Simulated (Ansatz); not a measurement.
**Mo3Si: a fit and a missing row**

Mo3Si, Pm-3n, a = 4.906 Å. The structure is a COD entry; whether it is the stable form wasn't checked. Ansatz: PBE, PAW, 420 eV, Γ-centred 8×8×8 mesh on 8 atoms, Gaussian smearing 0.10 eV; no spin polarisation. Symmetry fixes shape and atoms, so the cell is only scaled; pressure is positive in compression.

```tsv
V (Å³/atom)	P (GPa)
12.993	41.75
13.436	28.72
13.878	17.59
14.321	8.09
14.764	0.00
15.207	-6.90
15.650	?
16.241	-19.25
```

Question: Take V0 = 14.764 Å³/atom, fit the third-order Birch–Murnaghan form to the other rows, and predict the missing pressure.

Answer: With the Eulerian strain f = ½[(V0/V)^(2/3) − 1] and y = P/[3f(1 + 2f)^(5/2)], the form is the line y = B0 + 1.5 B0 (B0′ − 4) f. Rows (f, y): 0.04446, 253.0; 0.03243, 252.3; 0.02106, 251.1; 0.01026, 249.8; -0.00976, 247.6; -0.03079, 244.3. Means f = 0.01128, y = 249.68; Σ(Δf)² = 0.003857, ΣΔfΔy = 0.4494; the slope is their ratio. y = 248.4 + 116.5 f GPa, so B0 = 248.4 GPa and B0′ = 4 + 2 × (116.5)/(3 × 248.4) = 4.31. At V = 15.650, f = -0.01905, y = 246.18 and P = -12.77 GPa. The run gave -12.77 GPa, the same to the digits shown.